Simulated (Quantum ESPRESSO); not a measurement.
# PbO (Litharge) under changes of volume

One of the cells (19.940 Å³/atom); the others are scaled copies at fixed shape and fractional positions:

```
Pb O
1.0
     3.99000    0.00000    0.00000
     0.00000    3.99000    0.00000
     0.00000    0.00000    5.01000
Pb O
2 2
Direct
  0.50000 0.00000 0.76000
  0.00000 0.50000 0.24000
  0.50000 0.50000 0.00000
  0.00000 0.00000 0.00000
```

| Property | Result |
| --- | --- |
| Program | Quantum ESPRESSO 7.5 |
| Functional | PBEsol |
| Potentials or basis | GBRV 1.5 PBEsol |
| Cutoff | 612 eV |
| Density cutoff | 4898 eV |
| k mesh | 7 × 7 × 6 |
| Occupations | fermi-dirac, width 0.05 eV |
| Spin | no spin polarisation |

```tsv
volume (Å³/atom)	energy over the lowest point (meV/atom)	pressure (GPa)	gap on the mesh (eV)	largest force (eV/Å)
18.744	12.30	4.4	1.27	0.484
19.142	?	?	?	?
19.541	0.00	0.4	1.34	0.103
19.940	0.72	-1.2	1.38	0.364
20.339	5.39	-2.7	1.40	0.604
20.738	13.57	-4.1	1.43	0.829
21.136	24.91	-5.2	1.45	1.036
```

What does the run at 19.142 Å³/atom give?

Energy over the lowest point 3.68 meV/atom; pressure 2.3 GPa; gap on the mesh 1.31 eV; largest force 0.179 eV/Å.

Worked out: A Birch-Murnaghan fit of order 3 (a polynomial in V^(-2/3)) to the other rows has its minimum at 19.67 Å³/atom with B0 = V·E''(V) = 84 GPa and B' = 4.5 at fixed shape and positions, which overstates the stiffness. It gives 3.70 meV/atom at 19.142 Å³/atom, against the run's 3.68, and -dE/dV = 2.4 GPa, against 2.3. A parabola through the other rows of the gap, of slope 1.77 eV per unit of ln V there, gives 1.31 eV, against the run's 1.31.

Energies are extrapolated to zero smearing.

Caveats: spin-orbit coupling is left out, which as a rule narrows the gap of such compounds by several tenths of an eV; an odd mesh through Γ misses points on the zone boundary, where band edges often lie; forces of over 1 eV/Å show positions far from the minimum, so gaps and moduli don't describe the material at rest (some runs).
